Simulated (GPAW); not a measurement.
Set up this calculation in GPAW 26.7.0, as an ASE script.

```
Task                : band structure
Functional          : PBEsol
Potentials or basis : PAW data sets generated in the run's folder for this functional
Cutoff              : 600 eV
Basis               : pw
k mesh              : 9 × 9 × 9
Occupations         : fermi-dirac, width 0.05 eV
Spin                : collinear spin, ferromagnetic start
Starting moments    : [1.0, 0.0] μB
Maxiter             : 150
Band path           : GXMGRX,MR
Band points         : 60
```

Crystal: AlNi.

```xyz
2
Lattice="2.8810 0.0000 0.0000 0.0000 2.8810 0.0000 0.0000 0.0000 2.8810" Properties=species:S:1:pos:R:3 pbc="T T T"
Ni    1.4405    1.4405    1.4405
Al    0.0000    0.0000    0.0000
```

These files were run (other wordings do the same):

run.py

```python
from ase import Atoms
from ase.dft.bandgap import bandgap
from ase.io import write
from ase.units import GPa
from gpaw import GPAW, PW, setup_paths

setup_paths.insert(0, '.')

atoms = Atoms(['Ni', 'Al'],
              cell=[[2.881, 0.0, 0.0],
                    [0.0, 2.881, 0.0],
                    [0.0, 0.0, 2.881]],
              scaled_positions=[[0.5, 0.5, 0.5],
                                [0.0, 0.0, 0.0]],
              pbc=True)
atoms.set_initial_magnetic_moments([1.0, 0.0])

calc = GPAW(mode=PW(600),
            xc='PBEsol',
            kpts={'size': (9, 9, 9), 'gamma': True},
            occupations={'name': 'fermi-dirac', 'width': 0.05},
            nbands=20,
            convergence={'density': 1e-05, 'energy': 1e-05},
            maxiter=150,
            txt='gpaw.txt')
atoms.calc = calc
energy = atoms.get_potential_energy()
forces = atoms.get_forces()
stress = atoms.get_stress()
calc.write('gs.gpw')
write('result.traj', atoms)
print(f'Energy: {energy:.6f} eV')
print('Forces (eV/A):')
print(forces.round(4))
print('Stress (GPa):', (stress / GPa).round(3))
print('Moments:', calc.get_magnetic_moments().round(3))
print('Fermi level:', round(calc.get_fermi_level(), 4), 'eV')
print(f'Gap: {bandgap(calc)[0]:.4f} eV, direct: {bandgap(calc, direct=True)[0]:.4f} eV')

path = atoms.cell.bandpath('GXMGRX,MR', npoints=60, eps=1e-4)
bs_calc = calc.fixed_density(kpts=path, symmetry='off', nbands=30,
                             convergence={'bands': 'CBM+6.0', 'eigenstates': 1e-6}, txt='bands.txt')
bs = bs_calc.band_structure()
bs.write('bs.json')
print(f'Gap on the path: {bandgap(bs_calc)[0]:.4f} eV')
```

Potentials or basis: PAW data sets generated in the run's folder for this functional, pw.

Command:

```console
$ gpaw-setup -f PBEsol Al Ni
$ OMP_NUM_THREADS=1 python run.py
```

Results of the run:

- Pressure: -2.3 GPa
- Band gap along the path: none (metal or under the smearing width)
- Net moment: 0.00 μB per cell

Caveat: the stock nickel data set gives pressures a few GPa off other programs.

Run time: 55 s on 1 thread of Arm Neoverse V1, with other jobs on the host, peak memory 0.23 GiB.
